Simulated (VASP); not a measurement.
Input of a VASP 6.6.1 run:

The input POSCAR:

```
ZnS
1.0
    0.0000000000      2.7020000000      2.7020000000
    2.7020000000      0.0000000000      2.7020000000
    2.7020000000      2.7020000000      0.0000000000
Zn S
1 1
Direct
    0.7500000000      0.7500000000      0.7500000000
    0.0000000000      0.0000000000      0.0000000000
```

The input INCAR.step1:

```
SYSTEM = ZnS
ALGO     = Fast           ! electronic algorithm
EDIFF    = 1E-7           ! SCF threshold, eV
ENCUT    = 520            ! plane-wave cutoff, eV
GGA      = PE             ! functional
ISIF     = 2              ! what is computed and relaxed
ISMEAR   = -1             ! smearing method
LASPH    = .TRUE.         ! aspherical terms in the spheres
LCHARG   = .TRUE.         ! write CHGCAR
LREAL    = .FALSE.        ! projectors in reciprocal space
LWAVE    = .FALSE.        ! write WAVECAR
NELM     = 60             ! most SCF steps
PREC     = Accurate       ! precision mode
SIGMA    = 0.05           ! smearing width, eV
```

Contents of KPOINTS.step1:

```
k-points
0
G
  9 9 9
  0 0 0
```

Contents of INCAR.step2:

```
SYSTEM = ZnS
ALGO     = Fast           ! electronic algorithm
EDIFF    = 1E-7           ! SCF threshold, eV
ENCUT    = 520            ! plane-wave cutoff, eV
GGA      = PE             ! functional
ICHARG   = 11             ! starting density
ISIF     = 2              ! what is computed and relaxed
ISMEAR   = 0              ! smearing method
LASPH    = .TRUE.         ! aspherical terms in the spheres
LCHARG   = .FALSE.        ! write CHGCAR
LREAL    = .FALSE.        ! projectors in reciprocal space
LWAVE    = .FALSE.        ! write WAVECAR
NELM     = 60             ! most SCF steps
PREC     = Accurate       ! precision mode
SIGMA    = 0.05           ! smearing width, eV
```

The input KPOINTS.step2:

```
path GXWKGLUWLK,UX
15
line-mode
reciprocal
 0.0000000000  0.0000000000  0.0000000000  G
 0.5000000000  0.0000000000  0.5000000000  X

 0.5000000000  0.0000000000  0.5000000000  X
 0.5000000000  0.2500000000  0.7500000000  W

 0.5000000000  0.2500000000  0.7500000000  W
 0.3750000000  0.3750000000  0.7500000000  K

 0.3750000000  0.3750000000  0.7500000000  K
 0.0000000000  0.0000000000  0.0000000000  G

 0.0000000000  0.0000000000  0.0000000000  G
 0.5000000000  0.5000000000  0.5000000000  L

 0.5000000000  0.5000000000  0.5000000000  L
 0.6250000000  0.2500000000  0.6250000000  U

 0.6250000000  0.2500000000  0.6250000000  U
 0.5000000000  0.2500000000  0.7500000000  W

 0.5000000000  0.2500000000  0.7500000000  W
 0.5000000000  0.5000000000  0.5000000000  L

 0.5000000000  0.5000000000  0.5000000000  L
 0.3750000000  0.3750000000  0.7500000000  K

 0.6250000000  0.2500000000  0.6250000000  U
 0.5000000000  0.0000000000  0.5000000000  X
```

Potentials or basis: VASP PAW PBE potentials, release 54 (Zn, S).

Command:

```sh
$ cat potpaw_PBE.54/Zn/POTCAR potpaw_PBE.54/S/POTCAR > POTCAR
$ cp INCAR.step1 INCAR
$ cp KPOINTS.step1 KPOINTS
$ mpirun -np 1 vasp_std > vasp.out
$ cp INCAR.step2 INCAR
$ cp KPOINTS.step2 KPOINTS
$ mpirun -np 1 vasp_std > vasp.out
```

(1) Predict the band gap on the k mesh.

(2) Estimate the band gap along the path.

Answers

(1) 2.11 eV, direct.

(2) 2.11 eV, direct.

Caveat: the log is that of the step along the path at fixed density, whose energy, stress, charges and moments have no meaning.

**Experimental background.**

“Electronic, vibrational, and thermodynamic properties of ZnS (zincblende and rocksalt structure)”, 2009, arxiv:0911.5022 quotes, for a bulk crystal of ZnS at 19 K: band gap 3.85 eV (direct).

Measured gap of ZnS: 3.85 eV (direct; 19 K; quoted in “Electronic, vibrational, and thermodynamic properties of ZnS (zincblende and rocksalt structure)”, 2009, arxiv:0911.5022). This calculation gives 2.11 eV (-1.74 eV). The value is that of PBE, without temperature or zero-point motion. Semilocal functionals fall short of measured gaps as a rule.
